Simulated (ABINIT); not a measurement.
# ZnO (Cmmm) in ABINIT: reference runs

How does ZnO come out in PBE? The cell is run as given.

Program: ABINIT 10.8.3 (patched build). These are calculated values, not measurements. Logs are shortened: lines on timing, memory, paths and dates and some standing lists are left out, and cuts for length are marked. The log counts tension as positive stress, the text compression.

## Step 1: Starting point

The structure is orthorhombic, space group Cmmm (No. 65). Conventional cell: a = 2.866 Å, b = 7.054 Å, c = 2.838 Å, α = 90.00°, β = 90.00°, γ = 90.00°. Zn (site symmetry mmm) has 4 O at 2.02 Å as nearest neighbours. Around O (site symmetry mmm) lie 4 Zn at 2.02 Å.

The cell was built by a generator and needn't be a form met in nature.

## Step 2: Single point, PBE

Contents of run.abi:

```
# Pseudopotentials
pp_dirpath "./"
pseudos "Zn.GGA_PBE-JTH.xml, O.GGA_PBE-JTH.xml"

# Structure
acell 7.1944833328 7.1944833328 5.3639687075
rprim
     0.3764568001    -0.9264341734     0.0000000000
     0.3764568001     0.9264341734     0.0000000000
     0.0000000000     0.0000000000     1.0000000000
ntypat 2
znucl 30 8
natom 2
typat 1 2
xred
     0.0000000000     0.0000000000     0.0000000000
     0.5000000000     0.5000000000     0.5000000000
chkprim 0
chksymtnons 0
tolsym 1.0e-6

# Plane-wave basis
ecut 23.0
pawecutdg 45.0
pawxcdev 0

# k points
kptopt 1
ngkpt 10 10 9
nshiftk 1
shiftk 0.0 0.0 0.0

# Exchange and correlation
ixc 11

# Bands and occupations
nband 13
occopt 3
tsmear 0.05 eV

# SCF cycle
nstep 100
tolvrs 1.0e-9

# Output
iomode 3
prtwf 0
prtden 0
prteig 0
prtebands 0
enunit 2
```

Potentials or basis: JTH PAW PBE v2.0.

Started as:

```sh
$ abinit run.abi > log 2>&1
```

run.abo:

```text
.Version 10.8.3 of ABINIT
 Symmetries : space group Cm m m (# 65); Bravais oC (1-face-center ortho.)
================================================================================
 Values of the parameters that define the memory need of the present run
     intxc =       0    ionmov =       0      iscf =      17    lmnmax =      18
     lnmax =       6     mgfft =      32  mpssoang =       3    mqgrid =    3001
     natom =       2  nloc_mem =       2    nspden =       1   nspinor =       1
    nsppol =       1      nsym =       8    n1xccc =       1    ntypat =       2
    occopt =       3   xclevel =       2
       mpw =        1034          nfft =       24576          nkpt =         155
 PAW method is used; the additional fine FFT grid is defined by:
   mgfftf=        45    nfftf =     72900
================================================================================
================================================================================

--------------------------------------------------------------------------------
------------- Echo of variables that govern the present computation ------------
--------------------------------------------------------------------------------
 -outvars: echo values of preprocessed input variables --------
            acell      7.1944833328E+00  7.1944833328E+00  5.3639687075E+00 Bohr
              amu      6.53900000E+01  1.59994000E+01
          chkprim           0
      chksymtnons           0
             ecut      2.30000000E+01 Hartree
           enunit           2
                       outvar_i_n : Printing only first  50 k-points.
              ixc          11
                       outvar_i_n : Printing only first  50 k-points.
         kptrlatt       10    0    0      0   10    0      0    0    9
          kptrlen      4.82757184E+01
            natom           2
            nband          13
            ngfft          32      32      24
          ngfftdg          45      45      36
             nkpt         155
            nstep         100
             nsym           8
           ntypat           2
                       prtocc : prtvol=0, do not print more k-points.
           occopt           3
        pawecutdg      4.50000000E+01 Hartree
         pawxcdev           0
           prtden           0
        prtebands           0
           prteig           0
            prtwf           0
            rprim      3.7645680010E-01 -9.2643417340E-01  0.0000000000E+00
                       3.7645680010E-01  9.2643417340E-01  0.0000000000E+00
                       0.0000000000E+00  0.0000000000E+00  1.0000000000E+00
          spgroup          65
           tolsym      1.00000000E-06
           tolvrs      1.00000000E-09
           tsmear      1.83746611E-03 Hartree
            typat      1  2
           useylm           1
                       outvars : Printing only first  50 k-points.
           xangst      0.0000000000E+00  0.0000000000E+00  0.0000000000E+00
                       1.4332299992E+00  7.8419236309E-17  1.4192449990E+00
            xcart      0.0000000000E+00  0.0000000000E+00  0.0000000000E+00
                       2.7084121738E+00  1.4819087963E-16  2.6819843537E+00
             xred      0.0000000000E+00  0.0000000000E+00  0.0000000000E+00
                       5.0000000000E-01  5.0000000000E-01  5.0000000000E-01
            znucl       30.00000    8.00000

================================================================================

 chkinp: Checking input parameters for consistency.

================================================================================
== DATASET  1 ==================================================================

--- !DatasetInfo
iteration_state: {dtset: 1, }
dimensions: {natom: 2, nkpt: 155, mband: 13, nsppol: 1, nspinor: 1, nspden: 1, mpw: 1034, }
cutoff_energies: {ecut:  23.0, pawecutdg:  45.0, }
electrons: {nelect:   1.80000000E+01, charge:   0.00000000E+00, occopt:   3.00000000E+00, tsmear:   1.83746611E-03, }
meta: {optdriver: 0, ionmov: 0, optcell: 0, iscf: 17, paral_kgb: 0, }
...

 Exchange-correlation functional for the present dataset will be:
  GGA: Perdew-Burke-Ernzerhof functional - ixc=11
  J.P.Perdew, K.Burke, M.Ernzerhof, PRL 77, 3865 (1996)

 Real(R)+Recip(G) space primitive vectors, cartesian coordinates (Bohr,Bohr^-1):
 R(1)=  2.7084122 -6.6652152  0.0000000  G(1)=  0.1846100 -0.0750163  0.0000000
 R(2)=  2.7084122  6.6652152  0.0000000  G(2)=  0.1846100  0.0750163  0.0000000
 R(3)=  0.0000000  0.0000000  5.3639687  G(3)=  0.0000000  0.0000000  0.1864291
 Unit cell volume ucvol=  1.9366234E+02 bohr^3
 Angles (23,13,12)=  9.00000000E+01  9.00000000E+01  1.35771239E+02 degrees

 Coarse grid specifications (used for wave-functions):

 getcut: wavevector=  0.0000  0.0000  0.0000  ngfft=  32  32  24
         ecut(hartree)=     23.000   => boxcut(ratio)=   2.06204

 Fine grid specifications (used for densities):

 getcut: wavevector=  0.0000  0.0000  0.0000  ngfft=  45  45  36
         ecut(hartree)=     45.000   => boxcut(ratio)=   2.02550

--- Pseudopotential description ------------------------------------------------
- pspini: atom type   1  psp file is ./Zn.GGA_PBE-JTH.xml
 Pseudopotential format is: paw10
 basis_size (lnmax)=  6 (lmn_size= 18), orbitals=   0   0   1   1   2   2
 Spheres core radius: rc_sph= 2.30769763
 Shapefunction is SIN type: shapef(r)=[sin(pi*r/rshp)/(pi*r/rshp)]**2
 Radius for shape functions =  1.80965103
 Compensation charge density is not taken into account in XC energy/potential

- pspini: atom type   2  psp file is ./O.GGA_PBE-JTH.xml
 Pseudopotential format is: paw10
 basis_size (lnmax)=  4 (lmn_size=  8), orbitals=   0   0   1   1
 Spheres core radius: rc_sph= 1.41465230
 Shapefunction is SIN type: shapef(r)=[sin(pi*r/rshp)/(pi*r/rshp)]**2
 Radius for shape functions =  1.20231231
 Compensation charge density is not taken into account in XC energy/potential

   2.31077141E+02                                ecore*ucvol(ha*bohr**3)
--------------------------------------------------------------------------------

[... 7 lines left out ...]

     iter   Etot(hartree)      deltaE(h)  residm     nres2
 ETOT  1  -80.102116624835    -8.010E+01 6.709E+00 8.123E+00
 ETOT  2  -80.472876275271    -3.708E-01 4.525E-01 6.676E+00
 ETOT  3  -80.459867750320     1.301E-02 3.170E-01 6.600E-01
 ETOT  4  -80.463240381376    -3.373E-03 1.141E-01 1.456E+00
 ETOT  5  -80.462502562239     7.378E-04 4.644E-02 8.120E-01
 ETOT  6  -80.461794112754     7.084E-04 2.370E-02 1.577E-01
 ETOT  7  -80.462033539382    -2.394E-04 3.543E-02 2.356E-01
 ETOT  8  -80.461981221907     5.232E-05 1.477E-02 9.679E-02
 ETOT  9  -80.461856290032     1.249E-04 3.355E-02 3.736E-03
 ETOT 10  -80.461891443597    -3.515E-05 7.956E-03 8.764E-03
 ETOT 11  -80.461884467014     6.977E-06 1.024E-02 3.033E-03
 ETOT 12  -80.461882462084     2.005E-06 2.553E-03 4.537E-05
 ETOT 13  -80.461882686350    -2.243E-07 2.521E-03 5.321E-05
 ETOT 14  -80.461882642495     4.385E-08 9.289E-04 6.979E-06
 ETOT 15  -80.461882640931     1.565E-09 1.293E-03 2.144E-06
 ETOT 16  -80.461882639171     1.760E-09 6.097E-04 7.510E-08
 ETOT 17  -80.461882639901    -7.305E-10 7.664E-04 4.818E-09
 ETOT 18  -80.461882639942    -4.107E-11 3.879E-04 1.597E-09
 ETOT 19  -80.461882639951    -8.967E-12 4.395E-04 3.419E-10

 At SCF step   19       nres2   =  3.42E-10 < tolvrs=  1.00E-09 =>converged.

 Cartesian components of stress tensor (hartree/bohr^3)
  sigma(1 1)=  1.63261725E-05  sigma(3 2)=  0.00000000E+00
  sigma(2 2)=  5.46402549E-06  sigma(3 1)=  0.00000000E+00
  sigma(3 3)=  1.62889789E-05  sigma(2 1)=  0.00000000E+00

--- !ResultsGS
iteration_state: {dtset: 1, }
comment   : Summary of ground state results
lattice_vectors:
- [  2.7084122,  -6.6652152,   0.0000000, ]
- [  2.7084122,   6.6652152,   0.0000000, ]
- [  0.0000000,   0.0000000,   5.3639687, ]
lattice_lengths: [   7.19448,    7.19448,    5.36397, ]
lattice_angles: [ 90.000,  90.000, 135.771, ] # degrees, (23, 13, 12)
lattice_volume:   1.9366234E+02
convergence: {deltae: -8.967E-12, res2:  3.419E-10, residm:  4.395E-04, diffor: null, }
etotal    :  -8.04618826E+01
entropy   :   0.00000000E+00
fermie    :   1.88023914E-01
cartesian_stress_tensor: # hartree/bohr^3
- [  1.63261725E-05,   0.00000000E+00,   0.00000000E+00, ]
- [  0.00000000E+00,   5.46402549E-06,   0.00000000E+00, ]
- [  0.00000000E+00,   0.00000000E+00,   1.62889789E-05, ]
pressure_GPa:  -3.7344E-01
xred      :
- [  0.0000E+00,   0.0000E+00,   0.0000E+00, Zn]
- [  5.0000E-01,   5.0000E-01,   5.0000E-01,  O]
cartesian_forces: # hartree/bohr
- [ -0.00000000E+00,  -0.00000000E+00,  -0.00000000E+00, ]
- [ -0.00000000E+00,  -0.00000000E+00,  -0.00000000E+00, ]
force_length_stats: {min:   0.00000000E+00, max:   0.00000000E+00, mean:   0.00000000E+00, }
...

 Integrated electronic density in atomic spheres:
 ------------------------------------------------
 Atom  Sphere_radius  Integrated_density
    1        2.30770         10.77558839
    2        1.41465          4.53278535

================================================================================

 ----iterations are completed or convergence reached----

 Mean square residual over all n,k,spin=   95.754E-08; max=  43.947E-05
 reduced coordinates (array xred) for    2 atoms
       0.000000000000      0.000000000000      0.000000000000
       0.500000000000      0.500000000000      0.500000000000
 rms dE/dt=  0.0000E+00; max dE/dt=  0.0000E+00; dE/dt below (all hartree)
    1       0.000000000000      0.000000000000      0.000000000000
    2       0.000000000000      0.000000000000      0.000000000000

 cartesian coordinates (angstrom) at end:
    1      0.00000000000000     0.00000000000000     0.00000000000000
    2      1.43322999915536     0.00000000000000     1.41924499904008

 cartesian forces (hartree/bohr) at end:
    1     -0.00000000000000    -0.00000000000000    -0.00000000000000
    2     -0.00000000000000    -0.00000000000000    -0.00000000000000
 frms,max,avg= 0.0000000E+00 0.0000000E+00   0.000E+00  0.000E+00  0.000E+00 h/b

 cartesian forces (eV/Angstrom) at end:
    1     -0.00000000000000    -0.00000000000000    -0.00000000000000
    2     -0.00000000000000    -0.00000000000000    -0.00000000000000
 frms,max,avg= 0.0000000E+00 0.0000000E+00   0.000E+00  0.000E+00  0.000E+00 e/A
 length scales=  7.194483332800  7.194483332800  5.363968707500 bohr
              =  3.807156621356  3.807156621356  2.838489998080 angstroms
 Fermi (or HOMO) energy (hartree) =   0.18802   Average Vxc (hartree)=  -0.33859
 Eigenvalues (hartree) for nkpt= 155  k points:
 kpt#   1, nband= 13, wtk=  0.00111, kpt=  0.0000  0.0000  0.0000 (reduced coord)
  -0.49887   -0.04174   -0.03579   -0.02522   -0.02358   -0.01559    0.08289    0.09005
   0.09182    0.17831    0.53791    0.55322    0.70329
      occupation numbers for kpt#   1
   2.00000    2.00000    2.00000    2.00000    2.00000    2.00000    2.00000    2.00000
   2.00000    1.98991    0.00000    0.00000    0.00000
 prteigrs : prtvol=0 or 1, do not print more k-points.

 Fermi (or HOMO) energy (eV) =   5.11639   Average Vxc (eV)=  -9.21339
 Eigenvalues (   eV  ) for nkpt= 155  k points:
 kpt#   1, nband= 13, wtk=  0.00111, kpt=  0.0000  0.0000  0.0000 (reduced coord)
 -13.57504   -1.13576   -0.97379   -0.68627   -0.64170   -0.42420    2.25544    2.45042
   2.49853    4.85218   14.63715   15.05378   19.13742
 prteigrs : prtvol=0 or 1, do not print more k-points.

--- !EnergyTerms
iteration_state     : {dtset: 1, }
comment             : Components of total free energy in Hartree
kinetic             :  1.41590670413830E+01
hartree             :  2.53089650982934E+01
xc                  : -4.65186482733448E+00
Ewald energy        : -4.77877322422777E+01
psp_core            :  1.19319608542011E+00
local_psp           : -8.61118355854215E+01
PAW spherical_terms :  1.74283534133550E+01
internal            : -8.04618510165821E+01
'-kT*entropy'       : -3.49578153379230E-05
total_energy        : -8.04618859743975E+01
total_energy_eV     : -2.18947945732941E+03
...

--- !EnergyTermsDC
iteration_state     : {dtset: 1, }
comment             : '"Double-counting" decomposition of free energy'
band_energy         : -8.58187650970374E-01
Ewald energy        : -4.77877322422777E+01
psp_core            :  1.19319608542011E+00
xc_dc               : -2.40607638019901E+01
PAW spherical_terms : -8.94836007231787E+00
internal            : -8.04618476821359E+01
'-kT*entropy'       : -3.49578153379230E-05
total_energy_dc     : -8.04618826399513E+01
total_energy_dc_eV  : -2.18947936659451E+03
...

--- !EnergyTermsWithPAWCore
iteration_state     : {dtset: 1, }
comment             : 'Components of total free energy, including PAW core contributions'
Total energy        : -1.87132183532790E+03
Total energy DC     : -1.87132183199346E+03
Total energy (eV)   : -5.09212612516456E+04
Total energy DC (eV): -5.09212611609107E+04
...

 Cartesian components of stress tensor (hartree/bohr^3)
  sigma(1 1)=  1.63261725E-05  sigma(3 2)=  0.00000000E+00
  sigma(2 2)=  5.46402549E-06  sigma(3 1)=  0.00000000E+00
  sigma(3 3)=  1.62889789E-05  sigma(2 1)=  0.00000000E+00

-Cartesian components of stress tensor (GPa)         [Pressure= -3.7344E-01 GPa]
- sigma(1 1)=  4.80332578E-01  sigma(3 2)=  0.00000000E+00
- sigma(2 2)=  1.60757180E-01  sigma(3 1)=  0.00000000E+00
- sigma(3 3)=  4.79238304E-01  sigma(2 1)=  0.00000000E+00

== END DATASET(S) ==============================================================
================================================================================

 -outvars: echo values of variables after computation  --------
            acell      7.1944833328E+00  7.1944833328E+00  5.3639687075E+00 Bohr
           etotal     -8.0461882640E+01
            fcart     -0.0000000000E+00 -0.0000000000E+00 -0.0000000000E+00
                      -0.0000000000E+00 -0.0000000000E+00 -0.0000000000E+00
            rprim      3.7645680010E-01 -9.2643417340E-01  0.0000000000E+00
                       3.7645680010E-01  9.2643417340E-01  0.0000000000E+00
                       0.0000000000E+00  0.0000000000E+00  1.0000000000E+00
           strten      1.6326172501E-05  5.4640254883E-06  1.6288978881E-05
                       0.0000000000E+00  0.0000000000E+00  0.0000000000E+00
           xangst      0.0000000000E+00  0.0000000000E+00  0.0000000000E+00
                       1.4332299992E+00  7.8419236309E-17  1.4192449990E+00
             xred      0.0000000000E+00  0.0000000000E+00  0.0000000000E+00
                       5.0000000000E-01  5.0000000000E-01  5.0000000000E-01
 Calculation completed.
```

Wall time 1.7 min (1 thread of Arm Neoverse V1, shared host); peak memory 0.16 GiB.

Results:

```yaml
Free_energy: -2189.4794 eV
Pressure: -0.4 GPa
Band_gap_on_the_k_mesh: none (metal or under the smearing width)
Valence_electrons_inside_the_program's_atomic_spheres: Zn 10.78; O 4.53
```

## Step 3: Single point, PBE

Contents of run.py:

```python
import json, os
import numpy as np
from ase.units import GPa
from ase.calculators.abinit import Abinit, AbinitProfile
from ase import Atoms

atoms = Atoms(['Zn', 'O'],
              cell=[[1.43323, -3.52708, 0.0], [1.43323, 3.52708, 0.0], [0.0, 0.0, 2.83849]],
              scaled_positions=[[0.0, 0.0, 0.0], [0.5, 0.5, 0.5]],
              pbc=True)

profile = AbinitProfile(command='abinit', pp_paths=[os.path.abspath('pseudos')])
params = dict(
    pps='pawxml', xc='PBE',
    chksymtnons=0,
    tolsym=1e-06,
    ecut=625.8619,
    pawecutdg=1224.5124,
    pawxcdev=0,
    kptopt=1,
    ngkpt=[10, 10, 9],
    nshiftk=1,
    shiftk=[0.0, 0.0, 0.0],
    ixc=11,
    nband=13,
    occopt=3,
    tsmear=0.05,
    nstep=100,
    tolvrs=1e-09,
    prtwf=0,
    prtden=0,
)

atoms.calc = Abinit(profile=profile, directory='run', **params)
energy = atoms.get_potential_energy()
forces = atoms.get_forces()
stress = atoms.get_stress()
print(f'energy {energy:.6f} eV')
print('forces (eV/A)')
print(np.round(forces, 5))
print('stress (GPa, Voigt, tension positive)', np.round(stress / GPa, 4))
json.dump(dict(energy=energy, forces=forces.tolist(), stress=stress.tolist(), cell=atoms.cell.tolist(), frac=atoms.get_scaled_positions(wrap=False).tolist()), open('results.json', 'w'))
```

Potentials or basis: JTH PAW PBE v2.0.

Started as:

```sh
$ python run.py
```

What it wrote:

```text
energy -2189.479457 eV
forces (eV/A)
[[-0. -0. -0.]
 [-0. -0. -0.]]
stress (GPa, Voigt, tension positive) [0.4803 0.1608 0.4792 0.     0.     0.    ]
```

abinit.in:

```text
chksymtnons 0
ecut 625.8619 eV
ixc 11
kptopt 1
natom 2
nband 13
ngkpt
10 10 9
nshiftk 1
nsppol 1
nstep 100
occopt 3
pawecutdg 1224.5124 eV
pawxcdev 0
prtden 0
prtwf 0
shiftk
0.0 0.0 0.0
tolsym 1e-06
tolvrs 1e-09
tsmear 0.05 eV
#Definition of the unit cell
acell
1.00000000000000 1.00000000000000 1.00000000000000 Angstrom
rprim
1.43323000000000 -3.52708000000000 0.00000000000000
1.43323000000000 3.52708000000000 0.00000000000000
0.00000000000000 0.00000000000000 2.83849000000000
chkprim 0 # Allow non-primitive cells
#Definition of the atom types
ntypat 2
znucl 8 30
#Enumerate different atomic species
typat
 2 1
pseudos "./pseudos/O.GGA_PBE-JTH.xml,
./pseudos/Zn.GGA_PBE-JTH.xml"
#Definition of the atoms
xcart
0.00000000000000 0.00000000000000 0.00000000000000
2.70841217533326 0.00000000000000 2.68198435546343
chkexit 1 # abinit.exit file in the running directory terminates after the current SCF
```

abinit.abo:

```text
.Version 10.8.3 of ABINIT
 Symmetries : space group Cm m m (# 65); Bravais oC (1-face-center ortho.)
================================================================================
 Values of the parameters that define the memory need of the present run
     intxc =       0    ionmov =       0      iscf =      17    lmnmax =      18
     lnmax =       6     mgfft =      32  mpssoang =       3    mqgrid =    3001
     natom =       2  nloc_mem =       2    nspden =       1   nspinor =       1
    nsppol =       1      nsym =       8    n1xccc =       1    ntypat =       2
    occopt =       3   xclevel =       2
       mpw =        1034          nfft =       24576          nkpt =         155
 PAW method is used; the additional fine FFT grid is defined by:
   mgfftf=        45    nfftf =     72900
[... 264 lines left out ...]

 -outvars: echo values of variables after computation  --------
            acell      1.8897261259E+00  1.8897261259E+00  1.8897261259E+00 Bohr
           etotal     -8.0461882640E+01
            fcart     -0.0000000000E+00 -0.0000000000E+00 -0.0000000000E+00
                      -0.0000000000E+00 -0.0000000000E+00 -0.0000000000E+00
            rprim      1.4332300000E+00 -3.5270800000E+00  0.0000000000E+00
                       1.4332300000E+00  3.5270800000E+00  0.0000000000E+00
                       0.0000000000E+00  0.0000000000E+00  2.8384900000E+00
           strten      1.6326269388E-05  5.4640881052E-06  1.6289058026E-05
                       0.0000000000E+00  0.0000000000E+00  0.0000000000E+00
           xangst      0.0000000000E+00  0.0000000000E+00  0.0000000000E+00
                       1.4332300000E+00  0.0000000000E+00  1.4192450000E+00
             xred      0.0000000000E+00  0.0000000000E+00  0.0000000000E+00
                       5.0000000000E-01  5.0000000000E-01  5.0000000000E-01
 Calculation completed.
```

Run time: 1.7 min. Hardware: 1 thread of Arm Neoverse V1, shared host; peak memory 0.16 GiB.

Results:

| Item | Value |
| --- | --- |
| Free energy | -2189.4794 eV |
| Pressure | -0.4 GPa |
| Band gap on the k mesh | none (metal or under the smearing width) |
| Valence electrons inside the program's atomic spheres | Zn 10.78; O 4.53 |
